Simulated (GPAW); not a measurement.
Write an ASE script for GPAW 26.7.0 that does the following.

* Task: relaxation of cell and atoms
* Functional: RPBE
* Potentials or basis: the program's PAW data sets (release 1.2.1) made for this functional
* Cutoff: 600 eV
* Basis: pw
* k mesh: 8 × 8 × 8
* Occupations: fermi-dirac, width 0.05 eV
* Spin: no spin polarisation
* Maxiter: 150
* Optimizer: BFGS
* Fmax: 0.02 eV/Å
* Max steps: 60

The structure of Nb lies in POSCAR:

```
Nb
1.0
    2.7196400000      0.0000000000      0.0000000000
    0.0000000000      2.7196400000      0.0000000000
    0.0000000000      0.0000000000      2.7196400000
Nb
1
Direct
    0.5000000000      0.5000000000      0.5000000000
```

The cell was built by a generator and needn't be a form met in nature.

One way to write it, as run:

run.py

```python
from ase.filters import FrechetCellFilter
from ase.io import read, write
from ase.optimize import BFGS
from gpaw import GPAW, PW

atoms = read('POSCAR')

calc = GPAW(mode=PW(600),
            xc='RPBE',
            kpts={'size': (8, 8, 8), 'gamma': True},
            occupations={'name': 'fermi-dirac', 'width': 0.05},
            nbands=15,
            convergence={'density': 1e-05, 'energy': 1e-05},
            maxiter=150,
            txt='gpaw.txt')
atoms.calc = calc
opt = BFGS(FrechetCellFilter(atoms), trajectory='relax.traj', logfile='-')
done = opt.run(fmax=0.02, steps=60)
calc.write('gs.gpw')
write('result.traj', atoms)
print('Converged:', done)
print('Cell:', atoms.cell.cellpar().round(4))
print('Volume:', round(atoms.get_volume(), 4))
print(atoms.get_scaled_positions().round(5))
```

Potentials or basis: the program's PAW data sets (release 1.2.1) made for this functional, pw.

The run is started by

```bash
$ OMP_NUM_THREADS=1 python run.py
```

It gave:

```
Relaxed volume                         : 20.17 Å³/atom
Relaxed cell                           : a = 2.722 Å, b = 2.722 Å, c = 2.722 Å, α = 90.00°, β = 90.00°, γ = 90.00°
Space group after relaxing (to 0.05 Å) : Pm-3m (No. 221)
Energy gained by relaxing              : 0.1 meV/atom
Ionic steps                            : 2
Pressure after relaxing                : 0.2 GPa
Band gap on the k mesh                 : none (metal or under the smearing width)
```

Caveat: later steps reuse the first step's grids.

Wall time 9.6 s on 1 thread of Arm Neoverse V1 (shared host), peak memory 0.14 GiB.
